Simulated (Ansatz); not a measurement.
**Structure relaxation of TePt₂**

Method: DFT PBE, scalar-relativistic, plane waves, PAW in Ansatz. Cutoff 420 eV, Γ-centred k mesh, Gaussian smearing, no spin polarisation in the final step.

The start puts TePt₂ on the cuprite structure type (Pn-3m, No. 224), with Te in place of O, Pt in place of Cu, at a guessed volume.

```xyz
6
Lattice="5.2298 0.0000 0.0000 0.0000 5.2298 0.0000 0.0000 0.0000 5.2298" Properties=species:S:1:pos:R:3 pbc="T T T"
Te    0.0000    0.0000    0.0000
Te    2.6149    2.6149    2.6149
Pt    1.3075    1.3075    1.3075
Pt    1.3075    3.9224    3.9224
Pt    3.9224    3.9224    1.3075
Pt    3.9224    1.3075    3.9224
```

Steps on the 4×4×4 mesh (6 atoms). 8 of 8 steps are shown, and the free energy counts from the last. Trial steps that were taken back and renewals of the plane-wave basis can be among the rows.

| step | ΔF (meV/atom) | V (Å³/atom) | P (GPa) |
| --- | --- | --- | --- |
| 1 | 688.9 | 23.84 | 36.42 |
| 2 | 155.6 | 27.50 | 13.10 |
| 3 | 24.4 | 30.09 | 3.93 |
| 4 | 7.0 | 31.35 | 0.70 |
| 5 | 6.4 | 31.67 | -0.01 |
| 6 | 0.3 | 31.67 | 0.42 |
| 7 | 0.0 | 31.86 | 0.05 |
| 8 | 0.0 | 31.86 | 0.05 |

A final relaxation ran on a 8×8×8 mesh. The relaxed crystal, Pn-3m (No. 224):

```cif
data_structure
_symmetry_space_group_name_H-M 'Pn-3m:1'
_symmetry_Int_Tables_number 224
_cell_length_a 5.7674
_cell_length_b 5.7674
_cell_length_c 5.7674
_cell_angle_alpha 90.000
_cell_angle_beta 90.000
_cell_angle_gamma 90.000
_cell_volume 191.84
loop_
_atom_site_label
_atom_site_type_symbol
_atom_site_symmetry_multiplicity
_atom_site_Wyckoff_symbol
_atom_site_fract_x
_atom_site_fract_y
_atom_site_fract_z
_atom_site_occupancy
Te1 Te 2 a 0.00000 0.00000 0.00000 1
Pt1 Pt 4 b 0.25000 0.25000 0.25000 1
```

| Item | Value |
| --- | --- |
| Volume per atom | 31.97 Å³ |
| Density | 8.96 g/cm³ |
| Energy over the elements | 0.99 eV/atom |
| Gap on the 8×8×8 mesh | 0 eV (a metal) |

The zero of energy is the elements' standard structures at the same level; no fitted shifts are applied.

The final run used a 8×8×8 mesh on its 6-atom cell and 0.10 eV smearing. The k mesh leaves about 4 meV/atom of noise in metals. Spin–orbit coupling is left out.

A structure relaxed within its symmetry needn't be a true minimum.

Cost: 3 runs of about 1.4 core-minutes in all, on Intel Xeon 6975P-C (Granite Rapids) (shared hosts).